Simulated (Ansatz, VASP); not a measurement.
InAs: VASP beside Ansatz

INCAR

```
PREC = Accurate ; ENCUT = 600
EDIFF = 1E-6 ; ISMEAR = -1
SIGMA = 0.15 ; LREAL = F
LASPH = T ; NELM = 100
ALGO = Normal ; ISIF = 3
LWAVE = F ; LCHARG = F
GGA = PS ; IBRION = 2
NSW = 80 ; EDIFFG = -0.001
```

File KPOINTS:

```
regular mesh
0
Gamma
  12 12 12
```

Contents of POSCAR:

```
InAs
1.0
    0.0000000000      3.0438898535      3.0438898535
    3.0438898535      0.0000000000      3.0438898535
    3.0438898535      3.0438898535      0.0000000000
In As
1 1
Direct
    0.0000000000      0.0000000000      0.0000000000
    0.2500000000      0.2500000000      0.2500000000
```

Input for Ansatz:

```yaml
crystal:
  lattice:
    - [0.0, 3.0438898535, 3.0438898535]
    - [3.0438898535, 0.0, 3.0438898535]
    - [3.0438898535, 3.0438898535, 0.0]
  atoms:
    - { symbol: In, position: [0.0, 0.0, 0.0] }
    - { symbol: As, position: [0.25, 0.25, 0.25] }
basis:
  ecutwfc: 420
kpoints:
  mp_grid: { grid: [12, 12, 12] }
hamiltonian:
  xc: pbesol
scf:
  occupations: { method: fermi_dirac, width: 0.15 }
output:
  forces: true
  stress: true
  eigenvalues: true
relax:
  adjacent_minimum: "off"
  f_tol: 0.001
  max_steps: 60
  cell: { stress_tol: 0.01 }
```

Alike in both runs: task relaxation of cell and atoms; functional PBEsol; k mesh 12 × 12 × 12; occupations fermi-dirac, width 0.15 eV; no spin polarisation.

|  | VASP | Ansatz |
| --- | --- | --- |
| version | VASP 6.6.1 | Ansatz 0.2.0 |
| potentials or method | VASP PAW PBE potentials, release 64 (In_d, As) | scalar-relativistic, plane waves, PAW |
| plane-wave cutoff (eV) | 600 | 420 |
| valence electrons in the cell | 18 | 28 |

|  | VASP | Ansatz | Ansatz less VASP |
| --- | --- | --- | --- |
| gap on the k mesh at the Fermi level, each at its own relaxed structure (eV) | none | none | - |
| relaxed volume (Å³/atom) | 28.26 | 28.20 | -0.053 |
| relaxed cell length with the largest relative difference (Å) | 4.307 | 4.305 | -0.0027 |

A gap of «none» marks a metal or a gap that the smearing closes. The two sets of potentials don't hold the same shells in valence.

Caveats: the PAW data sets were made with another functional, which shifts forces and pressure a little (VASP).
